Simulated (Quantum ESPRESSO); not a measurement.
Runs of Quantum ESPRESSO 7.5 on Pb. Symmetry: Fm-3m, No. 225, cubic system. The conventional cell has a = 4.950 Å, b = 4.950 Å, c = 4.950 Å, α = 90.00°, β = 90.00°, γ = 90.00°. Pb (site symmetry m-3m) has 12 Pb at 3.50 Å as nearest neighbours. 

| task | level | potentials or basis | spin | cutoff (eV) | form of the LDA correlation | gap on the mesh (eV) | pressure (GPa) | V0 of scaled cells (Å³/atom) | B0 (GPa) |
| --- | --- | --- | --- | --- | --- | --- | --- | --- | --- |
| band structure | PBEsol | GBRV 1.5 PBEsol | off | 612 | - | none | -0.8 | - | - |
| band structure | PBEsol | PseudoDojo 0.4 FR PBEsol standard | SOC, no magnetisation | 762 | - | none | (b) | - | - |
| single point | PBEsol | GBRV 1.5 PBEsol | off | 612 | - | none | -0.8 | - | - |
| equation of state | PBEsol | GBRV 1.5 PBEsol | off | 612 | - | - | - | 29.86 | 49 |
| equation of state | LDA | GBRV 1.5 LDA | off | 612 | PZ81 | - | - | (a) | 55 |

Alike in all rows: cell as given; k mesh 9 × 9 × 9; smearing fermi-dirac 0.05 eV.

Question: Estimate the missing entries.

Answer: (a) 28.92; (b) -0.5.

Caveats: some levels on the path didn't converge (some runs); spin-orbit coupling is left out, which moves the levels of the heavy elements (some runs).

A k mesh can miss the band edges, and rows without SOC leave out spin-orbit coupling on Pb.

A gap of «none» marks a metal or a gap under the smearing width.
